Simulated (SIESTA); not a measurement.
**W: band structure with PBE**

W:

```
CELL_PARAMETERS angstrom
-1.58234 1.58234 1.58234
1.58234 -1.58234 1.58234
1.58234 1.58234 -1.58234
ATOMIC_POSITIONS crystal
W 0.00000 0.00000 0.00000
```

| Property | Result |
| --- | --- |
| Program | SIESTA 5.4.2 |
| Task | band structure |
| Functional | PBE |
| Potentials or basis | PseudoDojo 0.4 standard (PBE files) |
| Basis | TZDP (energy shift 0.01 Ry) |
| Grid cutoff | 800 Ry |
| Energy shift | 0.01 Ry |
| k mesh | 12 × 12 × 12 |
| Occupations | fermi-dirac, width 0.05 eV |
| Spin | no spin polarisation |

| Property | Result |
| --- | --- |
| Pressure | 5.0 GPa |
| Band gap on the k mesh | none (metal or under the smearing width) |

Levels at the corners of the path, in eV from the Fermi level:
```csv
point,band 3,band 4,band 5,band 6,band 7,band 8,band 9,band 10,band 11,band 12
Γ,-37.79,-37.79,-9.59,-1.22,-1.22,-1.22,2.26,2.26,28.94,28.94
H,-38.68,-38.68,-5.80,-5.80,5.15,5.15,5.15,8.87,8.87,8.87
N,-38.20,-37.77,-6.24,-3.55,0.83,2.17,3.14,6.13,11.22,15.95
Γ,-37.79,-37.79,-9.59,-1.22,-1.22,-1.22,2.26,2.26,28.94,28.94
P,-38.42,-38.42,-2.93,-2.93,-2.93,3.30,3.30,8.05,12.79,12.79
H,-38.68,-38.68,-5.80,-5.80,5.15,5.15,5.15,8.87,8.87,8.87
P,-38.42,-38.42,-2.93,-2.93,-2.93,3.30,3.30,8.05,12.79,12.79
N,-38.20,-37.77,-6.24,-3.55,0.83,2.17,3.14,6.13,11.22,15.95
```

Run time: 58 s on 1 thread of AMD EPYC 7R43 64-Core Processor (Zen 3) (shared host), peak memory 0.23 GiB.

Caveat: semicore shells carry a single zeta, which can move pressures by several GPa and volumes by a few percent; spin-orbit coupling is left out, which moves the levels of the heavy elements; the basis of atomic orbitals isn't converged, which shifts pressures, moduli and gaps.
